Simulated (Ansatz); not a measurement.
A run of Ansatz 0.2.0 is set up as follows.

Contents of run.py:

```python
import json

import ase.io
import numpy as np

import ansatz as az

atoms = ase.io.read("POSCAR", format="vasp")

calculation = (
    az.Crystal.from_ase(atoms)
    .calculation()
    .kpoints(8, 8, 8)
    .functional(exchange="slater", correlation="vwn5")
    .pseudopotentials(kind="nc", accuracy="standard", xc_functional="lda")
    .spin("collinear")
    .scf(extra_bands=6)
    .occupations(method="fermi_dirac", width=0.025)
    .band_structure(path=(((0.0, 0.0, 0.0), (0.5, 0.0, 0.5), (0.5, 0.25, 0.75), (0.375, 0.375, 0.75), (0.0, 0.0,
        0.0), (0.5, 0.5, 0.5), (0.625, 0.25, 0.625), (0.5, 0.25, 0.75), (0.5, 0.5, 0.5), (0.375, 0.375, 0.75)),
        ((0.625, 0.25, 0.625), (0.5, 0.0, 0.5))), intervals=14)
    .forces()
    .stress()
    .band_table(publish=True)
)
outcome = calculation.run(threads=2, events_out="events.jsonl")

report = outcome.report
for line in open("events.jsonl"):
    event = json.loads(line)
    if event["event"] == "scf_iter":
        d = event["data"]
        print(f"SCF {d['iter']:3d}  HF = {d['harris_foulkes_ev']:.6f} eV  dr2 = {d['dr2_ev']:.2e} eV")
    elif event["event"] in ("relax_step", "md_step"):
        d = event["data"]
        print(f"{event['event']} {d['step']:3d}  E = {d['lagrangian_ev']:.6f} eV")
np.set_printoptions(precision=5, suppress=True, linewidth=110)
print("converged:", report["converged"], "after", report["n_iterations"], "iterations")
print(f"free energy {report['free_energy_ev']:.6f} eV, Fermi level {report['fermi_energy_ev']:.4f} eV")
for key in ("band_edges_ev", "magnetization_mub", "site_moments_mub", "site_moments_nc_mub", "forces_ev_ang",
                "stress_gpa"):
    if report.get(key) is not None:
        print(key, np.array(report[key]), sep="\n")
```

Contents of POSCAR:

```
PbSe
1.0
    0.0000000000      3.0606500000      3.0606500000
    3.0606500000      0.0000000000      3.0606500000
    3.0606500000      3.0606500000      0.0000000000
Pb Se
1 1
Direct
    0.0000000000      0.0000000000      0.0000000000
    0.5000000000      0.5000000000      0.5000000000
```

Potentials or basis: PseudoDojo LDA.

The run is started by

```bash
$ python run.py
```

What does it give for the absolute moment?

0.00 μB per cell.

What does it give for the pressure?

-2.2 GPa.

Estimate the band gap along the path.

0.19 eV, direct.

Levels at the corners of the path, in eV from the valence-band top:
Spin up:
| point | band 11 | band 12 | band 13 | band 14 | band 15 | band 16 | band 17 | band 18 | band 19 | band 20 |
| --- | --- | --- | --- | --- | --- | --- | --- | --- | --- | --- |
| Γ | -13.61 | -6.43 | -1.82 | -1.82 | -1.82 | 4.62 | 4.62 | 4.62 | 6.54 | 6.54 |
| X | -12.17 | -7.49 | -4.98 | -3.20 | -3.20 | 3.67 | 5.53 | 5.53 | 5.97 | 11.44 |
| W | -12.14 | -8.10 | -4.21 | -4.21 | -0.75 | 1.80 | 4.92 | 4.92 | 7.69 | 7.69 |
| K | -12.18 | -8.13 | -4.56 | -2.69 | -2.39 | 3.34 | 3.96 | 5.39 | 5.79 | 10.22 |
| Γ | -13.61 | -6.43 | -1.82 | -1.82 | -1.82 | 4.62 | 4.62 | 4.62 | 6.54 | 6.54 |
| L | -12.54 | -8.87 | -1.41 | -1.41 | 0.00 | 0.19 | 1.64 | 1.64 | 8.46 | 10.21 |
| U | -12.18 | -8.13 | -4.56 | -2.69 | -2.39 | 3.34 | 3.96 | 5.39 | 5.79 | 10.22 |
| W | -12.14 | -8.10 | -4.21 | -4.21 | -0.75 | 1.80 | 4.92 | 4.92 | 7.69 | 7.69 |
| L | -12.54 | -8.87 | -1.41 | -1.41 | 0.00 | 0.19 | 1.64 | 1.64 | 8.46 | 10.21 |
| K | -12.18 | -8.13 | -4.56 | -2.69 | -2.39 | 3.34 | 3.96 | 5.39 | 5.79 | 10.22 |
| U | -12.18 | -8.13 | -4.56 | -2.69 | -2.39 | 3.34 | 3.96 | 5.39 | 5.79 | 10.22 |
| X | -12.17 | -7.49 | -4.98 | -3.20 | -3.20 | 3.67 | 5.53 | 5.53 | 5.97 | 11.44 |
Spin down:
```csv
point,band 12,band 13,band 14,band 15,band 16,band 17,band 18,band 19
Γ,-6.43,-1.82,-1.82,-1.82,4.62,4.62,4.62,6.54
X,-7.49,-4.98,-3.20,-3.20,3.67,5.53,5.53,5.97
W,-8.10,-4.21,-4.21,-0.75,1.80,4.92,4.92,7.69
K,-8.13,-4.56,-2.69,-2.39,3.34,3.96,5.39,5.79
Γ,-6.43,-1.82,-1.82,-1.82,4.62,4.62,4.62,6.54
L,-8.87,-1.41,-1.41,0.00,0.19,1.64,1.64,8.46
U,-8.13,-4.56,-2.69,-2.39,3.34,3.96,5.39,5.79
W,-8.10,-4.21,-4.21,-0.75,1.80,4.92,4.92,7.69
L,-8.87,-1.41,-1.41,0.00,0.19,1.64,1.64,8.46
K,-8.13,-4.56,-2.69,-2.39,3.34,3.96,5.39,5.79
U,-8.13,-4.56,-2.69,-2.39,3.34,3.96,5.39,5.79
X,-7.49,-4.98,-3.20,-3.20,3.67,5.53,5.53,5.97
```

Caveat: spin-orbit coupling is left out, which as a rule narrows the gap of such compounds by several tenths of an eV.

**Experimental background.**

A printed reference work, monograph reports, for a bulk crystal of PbSe at 4.2 K: band gap 0.15 eV (direct).

Against the measured gap of PbSe, 0.15 eV (direct; 4.2 K; a printed reference work, monograph), the calculated 0.19 eV is off by +0.04 eV. 2 values of this kind are on record (0.15 to 0.28 eV); this one was drawn at random. Spin-orbit coupling on Pb, Se is left out. The value is that of SVWN5, without temperature or zero-point motion.
